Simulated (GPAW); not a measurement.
Write an ASE script for GPAW 26.7.0 that does the following.

```yaml
Task: single point
Functional: PBE
Potentials_or_basis: GPAW PAW data sets (gpaw-data 1.2.1)
Cutoff: 800 eV
Basis: pw
k_mesh: 9 × 9 × 9
Occupations: fermi-dirac, width 0.05 eV
Spin: no spin polarisation
Maxiter: 150
```

The structure of SrO lies in SrO.xyz:

```xyz
2
Lattice="0.0000000000 2.5663000000 2.6689520000 2.5663000000 0.0000000000 2.6689520000 2.5663000000 2.5663000000 0.0000000000" Properties=species:S:1:pos:R:3 pbc="T T T"
Sr     2.5663000000      2.5663000000      2.6689520000
O      0.0000000000      0.0000000000      0.0000000000
```

The cell isn't the ideal one: strain = 0.04.

One way to write it, as run:

run.py

```python
from ase.dft.bandgap import bandgap
from ase.io import read, write
from ase.units import Bohr, GPa
from gpaw import GPAW, PW
from gpaw.elf import elf_from_dft_calculation

atoms = read('SrO.xyz')

calc = GPAW(mode=PW(800),
            xc='PBE',
            kpts={'size': (9, 9, 9), 'gamma': True},
            occupations={'name': 'fermi-dirac', 'width': 0.05},
            nbands=16,
            convergence={'density': 1e-05, 'energy': 1e-05},
            maxiter=150,
            txt='gpaw.txt')
atoms.calc = calc
energy = atoms.get_potential_energy()
forces = atoms.get_forces()
stress = atoms.get_stress()
calc.write('gs.gpw')
write('result.traj', atoms)
print(f'Energy: {energy:.6f} eV')
print('Forces (eV/A):')
print(forces.round(4))
print('Stress (GPa):', (stress / GPa).round(3))
print('Fermi level:', round(calc.get_fermi_level(), 4), 'eV')
print(f'Gap: {bandgap(calc)[0]:.4f} eV, direct: {bandgap(calc, direct=True)[0]:.4f} eV')

# fields on the real-space grid
write('density.cube', atoms, data=calc.get_pseudo_density() * Bohr**3)
write('potential.cube', atoms, data=calc.get_electrostatic_potential())
write('elf.cube', atoms, data=elf_from_dft_calculation(calc).data)
```

Potentials or basis: GPAW PAW data sets (gpaw-data 1.2.1), pw.

Command:

```sh
$ OMP_NUM_THREADS=1 python run.py
```

Results of the run:

```
Pressure               : 0.5 GPa
Band gap on the k mesh : 3.36 eV, indirect (least direct gap 3.45 eV)
```

Caveat: the density grid can change from cell to cell, which puts small steps into energies and stress; an odd mesh through Γ misses points on the zone boundary, where band edges often lie.

It took 41 s on 1 thread of Arm Neoverse V1, on a shared host, peak memory 0.2 GiB.
